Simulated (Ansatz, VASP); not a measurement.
# One calculation of Sc, two programs

```xyz
2
Lattice="3.3739 0.0000 0.0000 -1.6869 2.9219 0.0000 0.0000 0.0000 5.3767" Properties=species:S:1:pos:R:3 pbc="T T T"
Sc    1.6869    0.9740    4.0325
Sc    0.0000    1.9479    1.3442
```

Change from the starting cell: volume scaled by 1.06.

Alike in both runs: task single point; functional PBE; k mesh 9 × 9 × 5; occupations fermi-dirac, width 0.05 eV; no spin polarisation.

|  | VASP | Ansatz |
| --- | --- | --- |
| version | VASP 6.6.1 | Ansatz 0.2.0 |
| potentials or method | VASP PAW PBE potentials, release 64 (Sc_sv) | Ansatz PAW |
| plane-wave cutoff (eV) | 520 | 420 |
| valence electrons in the cell | 22 | 22 |

|  | VASP | Ansatz | Ansatz less VASP |
| --- | --- | --- | --- |
| gap on the k mesh at the Fermi level (eV) | none | none | - |
| pressure (GPa) | -3.4 | -3.4 | -0.02 |
| largest component of the traceless stress (GPa) | 0.86 | 0.86 | +0.002 |

A gap of «none» marks a metal or a gap that the smearing closes.
